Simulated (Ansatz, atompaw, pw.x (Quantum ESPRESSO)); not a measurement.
Equation-of-state test of one PAW (atompaw) potential (hafnium)

Hf, PAW, made with atompaw 4.2.0.5 (PBE, scalar-relativistic). Core [Kr] 4d10 4f14, reference 5s2 5p6 5d2 6s2 6p0. Waves: 5s (bound): rc 1.35 bohr; 6s (bound): rc 2.65 bohr; 5p (bound): rc 2.20 bohr; 6p (bound, empty): rc 2.65 bohr; 5d (bound): rc 2.65 bohr; 5d channel at 2.25 Ry: rc 2.65 bohr. Local part: bessel scheme, radius 1.85 bohr. Core correction: smooth core density matched at 1.08 bohr. Augmentation charge: sinc compensation charge, radius 2.35 bohr; PAW radius 2.65 bohr; waves and projectors: custom polynom vanderbiltortho.

Atomic tests: cutoffs needed: 30 Ry and 55 Ry (the cutoffs (Ry, on a coarse ladder) from which the occupation-weighted sum of valence levels, in a spherical-Bessel basis at the reference potential, stays within 10 and 1 mRy of its value at 400 Ry); ghost test: no extra level below or beside the all-electron valence levels (s, p, d, f tested) (spherical-Bessel basis up to 400 Ry, 20 bohr box); lowest eigenvalue of the overlap operator: 0.51 (s channel).

Crystal test: fcc Hf in pw.x 7.5, no spin, 13³ k-points, Fermi–Dirac smearing 0.01 Ry, cutoffs 70/700 Ry. The reference is all-electron LAPW (Ansatz 0.2.0) with the same functional, mesh and smearing; V0 and B0 come from Birch–Murnaghan fits to the pressures at five volumes. Errors are pseudo minus all-electron; Δ is the rms difference of the E(V) curves that follow from these fits, minima aligned, over ±6 % about the mean V0. Mesh and smearing are coarse, so the numbers serve the comparison and aren't converged zero-temperature values; the lattice is a test structure that the element need not adopt.

All-electron: a0 = 4.490 Å (V0 = 22.63 Å³/atom), B0 = 101.6 GPa.

**Question.** How far does the potential miss the all-electron equation of state?

**Answer.** mean pressure error (GPa): -0.35; a0 (Å): 4.485; a0 error (%): -0.11; B0 error (%): +0.3; Δ (meV/atom): 1.7.

```json
{"V (Å³/atom)": "21.547", "P all-electron (GPa)": "5.40", "P pseudo (GPa)": "5.00"}
{"V (Å³/atom)": "22.114", "P all-electron (GPa)": "2.43", "P pseudo (GPa)": "2.07"}
{"V (Å³/atom)": "22.681", "P all-electron (GPa)": "-0.23", "P pseudo (GPa)": "-0.57"}
{"V (Å³/atom)": "23.248", "P all-electron (GPa)": "-2.62", "P pseudo (GPa)": "-2.94"}
{"V (Å³/atom)": "23.815", "P all-electron (GPa)": "-4.76", "P pseudo (GPa)": "-5.07"}
```

**Question.** At the middle volume, how do free energy and pressure move when the wave cutoff is lowered (ecutrho held at 700 Ry)?

**Answer.**

```csv
cutoff (Ry),shift of F (meV/atom),shift of P (GPa)
32,+61.3,-2.11
42,+17.8,-0.05
56,+7.8,-0.17
```

The run at the middle volume (84 k-points, 8 iterations) took about 23 s on one core of a shared host (AMD EPYC 7R43 64-Core Processor, 256 threads, 1004 GiB, load 37).
